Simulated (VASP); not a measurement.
# SiO2 (Cristobalite) (P4_12_12) in VASP: notebook

Runs on SiO2 (Cristobalite). Level: LDA. Tasks: single point.

Everything below comes from runs of VASP 6.6.1. Logs are shortened: lines on timing, memory, paths and dates and some standing lists are left out, and cuts for length are marked.

## Step 1: The structure

The structure is tetragonal, space group P4_12_12 (No. 92). Conventional cell: a = 4.982 Å, b = 4.982 Å, c = 6.963 Å, α = 90.00°, β = 90.00°, γ = 90.00°. Around Si (site symmetry 2) lie 4 O at 1.60 to 1.61 Å. O (site symmetry 1) is surrounded by 2 Si at 1.60 to 1.61 Å.

## Step 2: Single point, LDA

File INCAR:

```
ADDGRID = F
ALGO = Normal
EDIFF = 1E-7
ENCUT = 460
ISIF = 2
ISMEAR = 0
LASPH = T
LCHARG = F
LREAL = F
LWAVE = F
NELM = 100
PREC = Accurate
SIGMA = 0.05
```

File KPOINTS:

```
k-points
0
Gamma
  4 4 3
```

File POSCAR:

```
SiO2
1.0
    4.9820000000      0.0000000000      0.0000000000
    0.0000000000      4.9820000000      0.0000000000
    0.0000000000      0.0000000000      6.9630000000
Si O
4 8
Direct
    0.7989700000      0.2010300000      0.7500000000
    0.7010300000      0.7010300000      0.5000000000
    0.2010300000      0.7989700000      0.2500000000
    0.2989700000      0.2989700000      0.0000000000
    0.1034700000      0.2398900000      0.8218700000
    0.2601100000      0.6034700000      0.0718700000
    0.8965300000      0.7601100000      0.3218700000
    0.7398900000      0.3965300000      0.5718700000
    0.6034700000      0.2601100000      0.9281300000
    0.7601100000      0.8965300000      0.6781300000
    0.3965300000      0.7398900000      0.4281300000
    0.2398900000      0.1034700000      0.1781300000
```

Potentials or basis: VASP PAW LDA potentials, release 64 (Si, O).

Command:

```sh
$ cat potpaw_LDA.64/Si/POTCAR potpaw_LDA.64/O/POTCAR > POTCAR
$ mpirun -np 1 vasp_std > vasp.out
```

OUTCAR:

```text
EDIFF = 1E-7
   ENCUT = 460
   ISIF = 2
   ISMEAR = 0
   LASPH = T
   LREAL = F
   NELM = 100
   PREC = Accurate

 Found     12 irreducible k-points:

 Following reciprocal coordinates:
            Coordinates               Weight
  0.000000  0.000000  0.000000      1.000000
  0.250000  0.000000  0.000000      4.000000
  0.500000  0.000000  0.000000      2.000000
  0.250000  0.250000  0.000000      4.000000
  0.500000  0.250000  0.000000      4.000000
  0.500000  0.500000  0.000000      1.000000
   k-points           NKPTS =     12   k-points in BZ     NKDIM =     12   number of bands    NBANDS=     39
   number of dos      NEDOS =    301   number of ions     NIONS =     12
   total plane-waves  NPLWV =  64800
   dimension x,y,z NGX =    36 NGY =   36 NGZ =   50
   dimension x,y,z NGXF=    72 NGYF=   72 NGZF=  100
   ions per type =               4   8
   NGX,Y,Z   is equivalent  to a cutoff of  12.01, 12.01, 11.94 a.u.
   NGXF,Y,Z  is equivalent  to a cutoff of  24.03, 24.03, 23.88 a.u.
 SYSTEM =  unknown system
   PREC   = accura    normal or accurate (medium, high low for compatibility)
   ISTART =      0    job   : 0-new  1-cont  2-samecut
   ICHARG =      2    charge: 1-file 2-atom 10-const
   ISPIN  =      1    spin polarized calculation?
   LNONCOLLINEAR =      F non collinear calculations
   LSORBIT =      F    spin-orbit coupling
   LASPH  =      T    aspherical Exc in radial PAW
   ENCUT  =  460.0 eV  33.81 Ry    5.81 a.u.   8.71  8.71 12.18*2*pi/ulx,y,z
   NELM   =    100;   NELMIN=  2; NELMDL= -5     # of ELM steps
   EDIFF  = 0.1E-06   stopping-criterion for ELM
   LREAL  =      F    real-space projection
   EDIFFG = 0.1E-05   stopping-criterion for IOM
   NSW    =      0    number of steps for IOM
   IBRION =     -1    ionic relax: 0-MD 1-quasi-New 2-CG
   NFREE  =      0    steps in history (QN), initial steepest desc. (CG)
   ISIF   =      2    stress and relaxation
   ISYM   =      2    0-nonsym 1-usesym 2-fastsym
   POTIM  = 0.5000    time-step for ionic-motion
   TEBEG  =    0.0;   TEEND  =   0.0 temperature during run
   PSTRESS=    0.0 pullay stress
   NELECT =      64.0000    total number of electrons
   NUPDOWN=      -1.0000    fix difference up-down
   EMIN   =  10.00;   EMAX   =-10.00  energy-range for DOS
   EFERMI =   0.00;   METHOD = LEGACY
   ISMEAR =     0;   SIGMA  =   0.05  broadening in eV -4-tet -1-fermi 0-gaus
   EFERMI_NEDOS =   21; number of points for ismear=-14 and -15
   IALGO  =     38    algorithm
   IMIX   =      4    mixing-type and parameters
     AMIX     =   0.40;   BMIX     =  1.00
     AMIX_MAG =   1.60;   BMIX_MAG =  1.00
  volume/ion in A,a.u.               =      14.40        97.19
  Fermi-wavevector in a.u.,A,eV,Ry     =   1.175620  2.221599 18.804365  1.382082
  Thomas-Fermi vector in A             =   2.311997
   LORBIT       =      0    0 simple, 1 ext, 2 COOP (PROOUT), +10 PAW based schemes
   GGA     = CA    functional components
   LHFCALC =     F    Hartree Fock is set to
   AEXX    =    0.0000 exact exchange contribution
   IVDW    =     0    specifies the selected vdW correction
   LEPSILON=     F    determine dielectric tensor
   LRPA    =     F    only Hartree local field effects (RPA)
 non-spin polarized calculation
 Gauss-broadening in eV      SIGMA  =   0.05
  energy-cutoff  :      460.00
  volume of cell :      172.82
 maximum number of plane-waves:      3916
 NGX is ok and might be reduce to    36

 number of electron      64.0000001 magnetization

 Free energy of the ion-electron system (eV)
  ---------------------------------------------------
  ext. energy  EPLUGINS =         0.00000000
  ---------------------------------------------------
  free energy    TOTEN  =      -103.77748955 eV

  energy without entropy =     -103.77748955  energy(sigma->0) =     -103.77748955

 E-fermi :   0.0591     XC(G=0):  -8.9508

 val. band max:       -0.1640362419   @ k =   0.0000   0.0000   0.0000
 cond. band min:       5.3537615968   @ k =   0.0000   0.0000   0.0000
 fundamental gap:      5.5177978387
 Fermi energy:         0.0591495732

 k-point     1 :       0.0000    0.0000    0.0000
  band No.  band energies     occupation
      1     -19.4261      2.00000
      2     -18.4940      2.00000
      3     -18.4940      2.00000
      4     -17.2686      2.00000
      5     -17.2172      2.00000
      6     -17.2144      2.00000
[... 31 lines left out ...]
     38       9.2445      0.00000
     39       9.5677      0.00000

 k-point     2 :       0.2500    0.0000    0.0000
  band No.  band energies     occupation
      1     -19.2950      2.00000
      2     -18.6292      2.00000
      3     -18.3351      2.00000
      4     -17.4295      2.00000
      5     -17.2769      2.00000
      6     -17.2502      2.00000
[... 31 lines left out ...]
     38       9.2766      0.00000
     39       9.5184      0.00000

 k-point     3 :       0.5000    0.0000    0.0000
  band No.  band energies     occupation
      1     -18.9663      2.00000
      2     -18.9663      2.00000
      3     -17.9160      2.00000
      4     -17.9160      2.00000
      5     -17.2827      2.00000
      6     -17.2827      2.00000
[... 31 lines left out ...]
     38       9.3795      0.00000
     39       9.5787      0.00000

 k-point     4 :       0.2500    0.2500    0.0000
  band No.  band energies     occupation
      1     -19.1610      2.00000
      2     -18.4785      2.00000
      3     -18.4710      2.00000
      4     -17.6156      2.00000
      5     -17.2827      2.00000
      6     -17.2507      2.00000
[... 31 lines left out ...]
     38       9.2916      0.00000
     39       9.6072      0.00000

 k-point     5 :       0.5000    0.2500    0.0000
  band No.  band energies     occupation
      1     -18.8231      2.00000
      2     -18.8231      2.00000
      3     -18.0701      2.00000
      4     -18.0701      2.00000
      5     -17.2847      2.00000
      6     -17.2847      2.00000
[... 31 lines left out ...]
     38       9.4657      0.00000
     39       9.7380      0.00000

 k-point     6 :       0.5000    0.5000    0.0000
  band No.  band energies     occupation
      1     -18.4640      2.00000
      2     -18.4640      2.00000
      3     -18.4493      2.00000
      4     -18.4493      2.00000
      5     -17.2858      2.00000
      6     -17.2858      2.00000
[... 31 lines left out ...]
     38       9.4386      0.00000
     39       9.8549      0.00000

 [... further k-points ...]
[... 5 lines left out ...]
  --------------------------------------------------------------------------------------
  -------------------------------------------------------------------------------------
  Total       -0.1274594     -0.1274594      0.4268708      0.0000000      0.0000000     -0.0000000
  in kB       -1.1816221     -1.1816221      3.9573383      0.0000000      0.0000000     -0.0000000
  external PRESSURE =       0.5313647 kB  Pullay stress =       0.0000000 kB

 VOLUME and BASIS-vectors are now :
 -----------------------------------------------------------------------------
  energy-cutoff  :      460.00
  volume of cell :      172.82
      direct lattice vectors                 reciprocal lattice vectors
     4.982000000  0.000000000  0.000000000     0.200722601  0.000000000  0.000000000
     0.000000000  4.982000000  0.000000000     0.000000000  0.200722601  0.000000000
     0.000000000  0.000000000  6.963000000     0.000000000  0.000000000  0.143616257

 POSITION                                       TOTAL-FORCE (eV/Angst)
 -----------------------------------------------------------------------------------
      3.98047      1.00153      5.22225         0.128633     -0.128633      0.000000
      3.49253      3.49253      3.48150        -0.128633     -0.128633      0.000000
      1.00153      3.98047      1.74075        -0.128633      0.128633      0.000000
      1.48947      1.48947      0.00000         0.128633      0.128633      0.000000
      0.51549      1.19513      5.72268        -0.087117     -0.044244     -0.115484
      1.29587      3.00649      0.50043         0.044244     -0.087117     -0.115484
      4.46651      3.78687      2.24118         0.087117      0.044244     -0.115484
      3.68613      1.97551      3.98193        -0.044244      0.087117     -0.115484
      3.00649      1.29587      6.46257        -0.087117      0.044244      0.115484
      3.78687      4.46651      4.72182         0.044244      0.087117      0.115484
      1.97551      3.68613      2.98107         0.087117     -0.044244      0.115484
      1.19513      0.51549      1.24032        -0.044244     -0.087117      0.115484
 -----------------------------------------------------------------------------------
    total drift:                               -0.000000      0.000000     -0.000000

  FREE ENERGIE OF THE ION-ELECTRON SYSTEM (eV)
  ---------------------------------------------------
  free  energy   TOTEN  =      -103.7774895458 eV

  energy  without entropy=     -103.7774895458  energy(sigma->0) =     -103.77748955
```

Wall time 58 s (1 thread of Intel Xeon Platinum 8488C (Sapphire Rapids), shared host); peak memory 0.21 GiB.

These settings aren't checked as converged: the numbers below hold their error.

What came out:

- Free energy: -103.7775 eV
- Pressure: 0.1 GPa
- Largest force: 0.182 eV/Å
- Band gap on the k mesh: 5.52 eV, direct

Caveat: the cutoff is under 1.25 times the usual one of these potentials, so pressure, stress and relaxed cells hold a basis-set (Pulay) error.

## Step 3: Single point, LDA

Changes to INCAR since step 2:

```diff
@@ -12,2 +12,2 @@
 PREC = Accurate
-SIGMA = 0.05
+SIGMA = 0.2
```

KPOINTS is that of step 2.

POSCAR is that of step 2.

Potentials or basis: VASP PAW LDA potentials, release 64 (Si, O).

Command:

```sh
$ cat potpaw_LDA.64/Si/POTCAR potpaw_LDA.64/O/POTCAR > POTCAR
$ mpirun -np 1 vasp_std > vasp.out
```

OUTCAR:

```text
EDIFF = 1E-7
   ENCUT = 460
   ISIF = 2
   ISMEAR = 0
   LASPH = T
   LREAL = F
   NELM = 100
   PREC = Accurate

 Found     12 irreducible k-points:

 Following reciprocal coordinates:
            Coordinates               Weight
  0.000000  0.000000  0.000000      1.000000
  0.250000  0.000000  0.000000      4.000000
  0.500000  0.000000  0.000000      2.000000
  0.250000  0.250000  0.000000      4.000000
  0.500000  0.250000  0.000000      4.000000
  0.500000  0.500000  0.000000      1.000000
   k-points           NKPTS =     12   k-points in BZ     NKDIM =     12   number of bands    NBANDS=     39
   number of dos      NEDOS =    301   number of ions     NIONS =     12
   total plane-waves  NPLWV =  64800
   dimension x,y,z NGX =    36 NGY =   36 NGZ =   50
   dimension x,y,z NGXF=    72 NGYF=   72 NGZF=  100
   ions per type =               4   8
   NGX,Y,Z   is equivalent  to a cutoff of  12.01, 12.01, 11.94 a.u.
   NGXF,Y,Z  is equivalent  to a cutoff of  24.03, 24.03, 23.88 a.u.
 SYSTEM =  unknown system
   PREC   = accura    normal or accurate (medium, high low for compatibility)
   ISTART =      0    job   : 0-new  1-cont  2-samecut
   ICHARG =      2    charge: 1-file 2-atom 10-const
   ISPIN  =      1    spin polarized calculation?
   LNONCOLLINEAR =      F non collinear calculations
   LSORBIT =      F    spin-orbit coupling
   LASPH  =      T    aspherical Exc in radial PAW
   ENCUT  =  460.0 eV  33.81 Ry    5.81 a.u.   8.71  8.71 12.18*2*pi/ulx,y,z
   NELM   =    100;   NELMIN=  2; NELMDL= -5     # of ELM steps
   EDIFF  = 0.1E-06   stopping-criterion for ELM
   LREAL  =      F    real-space projection
   EDIFFG = 0.1E-05   stopping-criterion for IOM
   NSW    =      0    number of steps for IOM
   IBRION =     -1    ionic relax: 0-MD 1-quasi-New 2-CG
   NFREE  =      0    steps in history (QN), initial steepest desc. (CG)
   ISIF   =      2    stress and relaxation
   ISYM   =      2    0-nonsym 1-usesym 2-fastsym
   POTIM  = 0.5000    time-step for ionic-motion
   TEBEG  =    0.0;   TEEND  =   0.0 temperature during run
   PSTRESS=    0.0 pullay stress
   NELECT =      64.0000    total number of electrons
   NUPDOWN=      -1.0000    fix difference up-down
   EMIN   =  10.00;   EMAX   =-10.00  energy-range for DOS
   EFERMI =   0.00;   METHOD = LEGACY
   ISMEAR =     0;   SIGMA  =   0.20  broadening in eV -4-tet -1-fermi 0-gaus
   EFERMI_NEDOS =   21; number of points for ismear=-14 and -15
   IALGO  =     38    algorithm
   IMIX   =      4    mixing-type and parameters
     AMIX     =   0.40;   BMIX     =  1.00
     AMIX_MAG =   1.60;   BMIX_MAG =  1.00
  volume/ion in A,a.u.               =      14.40        97.19
  Fermi-wavevector in a.u.,A,eV,Ry     =   1.175620  2.221599 18.804365  1.382082
  Thomas-Fermi vector in A             =   2.311997
   LORBIT       =      0    0 simple, 1 ext, 2 COOP (PROOUT), +10 PAW based schemes
   GGA     = CA    functional components
   LHFCALC =     F    Hartree Fock is set to
   AEXX    =    0.0000 exact exchange contribution
   IVDW    =     0    specifies the selected vdW correction
   LEPSILON=     F    determine dielectric tensor
   LRPA    =     F    only Hartree local field effects (RPA)
 non-spin polarized calculation
 Gauss-broadening in eV      SIGMA  =   0.20
  energy-cutoff  :      460.00
  volume of cell :      172.82
 maximum number of plane-waves:      3916
 NGX is ok and might be reduce to    36

 number of electron      64.0000001 magnetization

 Free energy of the ion-electron system (eV)
  ---------------------------------------------------
  ext. energy  EPLUGINS =         0.00000000
  ---------------------------------------------------
  free energy    TOTEN  =      -103.77748955 eV

  energy without entropy =     -103.77748955  energy(sigma->0) =     -103.77748955

 E-fermi :   0.7616     XC(G=0):  -8.9508

 val. band max:       -0.1640362413   @ k =   0.0000   0.0000   0.0000
 cond. band min:       5.3537615971   @ k =   0.0000   0.0000   0.0000
 fundamental gap:      5.5177978384
 Fermi energy:         0.7616307565

 k-point     1 :       0.0000    0.0000    0.0000
  band No.  band energies     occupation
      1     -19.4261      2.00000
      2     -18.4940      2.00000
      3     -18.4940      2.00000
      4     -17.2686      2.00000
      5     -17.2172      2.00000
      6     -17.2144      2.00000
[... 31 lines left out ...]
     38       9.2445      0.00000
     39       9.5677      0.00000

 k-point     2 :       0.2500    0.0000    0.0000
  band No.  band energies     occupation
      1     -19.2950      2.00000
      2     -18.6292      2.00000
      3     -18.3351      2.00000
      4     -17.4295      2.00000
      5     -17.2769      2.00000
      6     -17.2502      2.00000
[... 31 lines left out ...]
     38       9.2766      0.00000
     39       9.5184      0.00000

 k-point     3 :       0.5000    0.0000    0.0000
  band No.  band energies     occupation
      1     -18.9663      2.00000
      2     -18.9663      2.00000
      3     -17.9160      2.00000
      4     -17.9160      2.00000
      5     -17.2827      2.00000
      6     -17.2827      2.00000
[... 31 lines left out ...]
     38       9.3795      0.00000
     39       9.5787      0.00000

 k-point     4 :       0.2500    0.2500    0.0000
  band No.  band energies     occupation
      1     -19.1610      2.00000
      2     -18.4785      2.00000
      3     -18.4710      2.00000
      4     -17.6156      2.00000
      5     -17.2827      2.00000
      6     -17.2507      2.00000
[... 31 lines left out ...]
     38       9.2916      0.00000
     39       9.6072      0.00000

 k-point     5 :       0.5000    0.2500    0.0000
  band No.  band energies     occupation
      1     -18.8231      2.00000
      2     -18.8231      2.00000
      3     -18.0701      2.00000
      4     -18.0701      2.00000
      5     -17.2847      2.00000
      6     -17.2847      2.00000
[... 31 lines left out ...]
     38       9.4657      0.00000
     39       9.7380      0.00000

 k-point     6 :       0.5000    0.5000    0.0000
  band No.  band energies     occupation
      1     -18.4640      2.00000
      2     -18.4640      2.00000
      3     -18.4493      2.00000
      4     -18.4493      2.00000
      5     -17.2858      2.00000
      6     -17.2858      2.00000
[... 31 lines left out ...]
     38       9.4386      0.00000
     39       9.8549      0.00000

 [... further k-points ...]
[... 5 lines left out ...]
  --------------------------------------------------------------------------------------
  -------------------------------------------------------------------------------------
  Total       -0.1274594     -0.1274594      0.4268708      0.0000000      0.0000000     -0.0000000
  in kB       -1.1816223     -1.1816223      3.9573381      0.0000000      0.0000000     -0.0000000
  external PRESSURE =       0.5313645 kB  Pullay stress =       0.0000000 kB

 VOLUME and BASIS-vectors are now :
 -----------------------------------------------------------------------------
  energy-cutoff  :      460.00
  volume of cell :      172.82
      direct lattice vectors                 reciprocal lattice vectors
     4.982000000  0.000000000  0.000000000     0.200722601  0.000000000  0.000000000
     0.000000000  4.982000000  0.000000000     0.000000000  0.200722601  0.000000000
     0.000000000  0.000000000  6.963000000     0.000000000  0.000000000  0.143616257

 POSITION                                       TOTAL-FORCE (eV/Angst)
 -----------------------------------------------------------------------------------
      3.98047      1.00153      5.22225         0.128633     -0.128633     -0.000000
      3.49253      3.49253      3.48150        -0.128633     -0.128633     -0.000000
      1.00153      3.98047      1.74075        -0.128633      0.128633     -0.000000
      1.48947      1.48947      0.00000         0.128633      0.128633     -0.000000
      0.51549      1.19513      5.72268        -0.087117     -0.044244     -0.115484
      1.29587      3.00649      0.50043         0.044244     -0.087117     -0.115484
      4.46651      3.78687      2.24118         0.087117      0.044244     -0.115484
      3.68613      1.97551      3.98193        -0.044244      0.087117     -0.115484
      3.00649      1.29587      6.46257        -0.087117      0.044244      0.115484
      3.78687      4.46651      4.72182         0.044244      0.087117      0.115484
      1.97551      3.68613      2.98107         0.087117     -0.044244      0.115484
      1.19513      0.51549      1.24032        -0.044244     -0.087117      0.115484
 -----------------------------------------------------------------------------------
    total drift:                               -0.000000      0.000000     -0.000000

  FREE ENERGIE OF THE ION-ELECTRON SYSTEM (eV)
  ---------------------------------------------------
  free  energy   TOTEN  =      -103.7774895457 eV

  energy  without entropy=     -103.7774895457  energy(sigma->0) =     -103.77748955
```

Wall time 52 s (1 thread of Intel Xeon Platinum 8488C (Sapphire Rapids), shared host); peak memory 0.21 GiB.

These settings aren't checked as converged: the numbers below hold their error.

Results:

```
Free energy            : -103.7775 eV
Pressure               : 0.1 GPa
Largest force          : 0.182 eV/Å
Band gap on the k mesh : 5.52 eV, direct
```

Caveat: the cutoff is under 1.25 times the usual one of these potentials, so pressure, stress and relaxed cells hold a basis-set (Pulay) error.

## Step 4: Single point, LDA

Changes to INCAR since step 3:

```diff
@@ -12,2 +12,2 @@
 PREC = Accurate
-SIGMA = 0.2
+SIGMA = 0.01
```

KPOINTS is that of step 3.

POSCAR is that of step 3.

Command:

```sh
$ cat potpaw_LDA.64/Si/POTCAR potpaw_LDA.64/O/POTCAR > POTCAR
$ mpirun -np 1 vasp_std > vasp.out
```

Run time: 49 s. Hardware: 1 thread of Intel Xeon Platinum 8488C (Sapphire Rapids), shared host; peak memory 0.2 GiB.

These settings aren't checked as converged: the numbers below hold their error.

Results:

| Property | Result |
| --- | --- |
| Free energy | -103.7775 eV |
| Pressure | 0.1 GPa |
| Largest force | 0.182 eV/Å |
| Band gap on the k mesh | 5.52 eV, direct |

Caveat: the cutoff is under 1.25 times the usual one of these potentials, so pressure, stress and relaxed cells hold a basis-set (Pulay) error.

(Continued in part 2 of 2.)
